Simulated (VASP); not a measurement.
Set up this calculation in VASP 6.6.1, as the native input.

| Item | Value |
| --- | --- |
| Task | single point |
| Functional | PBE |
| Potentials or basis | VASP PAW PBE potentials, release 64 (Ag) |
| Cutoff | 520 eV |
| k mesh | 11 × 11 × 11 |
| Occupations | gaussian, width 0.017 eV |
| Spin | no spin polarisation |
| Further INCAR settings | ALGO = Normal; EDIFF = 1e-07; NBANDS = 12 |

The structure of Ag lies in POSCAR:

```
Ag
1.0
    0.0000000000      2.0427500000      2.0427500000
    2.0427500000      0.0000000000      2.0427500000
    2.0427500000      2.0427500000      0.0000000000
Ag
1
Direct
    0.0000000000      0.0000000000      0.0000000000
```

The input as run:

INCAR

```
SYSTEM = Ag
PREC = Accurate ; ENCUT = 520
EDIFF = 1E-7 ; ISMEAR = 0
SIGMA = 0.017 ; LREAL = .False.
LASPH = .True. ; NELM = 100
ALGO = Normal ; ISIF = 2
LWAVE = .False. ; LCHARG = .False.
GGA = PE ; NBANDS = 12
```

KPOINTS

```
regular mesh
0
Gamma
  11 11 11
  0 0 0
```

Potentials or basis: VASP PAW PBE potentials, release 64 (Ag).

Run with:

```bash
$ cat potpaw_PBE.64/Ag/POTCAR > POTCAR
$ mpirun -np 1 vasp_std > vasp.out
```

It gave:

```
Pressure               : 4.1 GPa
Band gap on the k mesh : none (metal or under the smearing width)
```

Run time: 8.6 s on 1 thread of Intel(R) Xeon(R) Platinum 8488C (Sapphire Rapids) (shared host), peak memory 0.14 GiB.
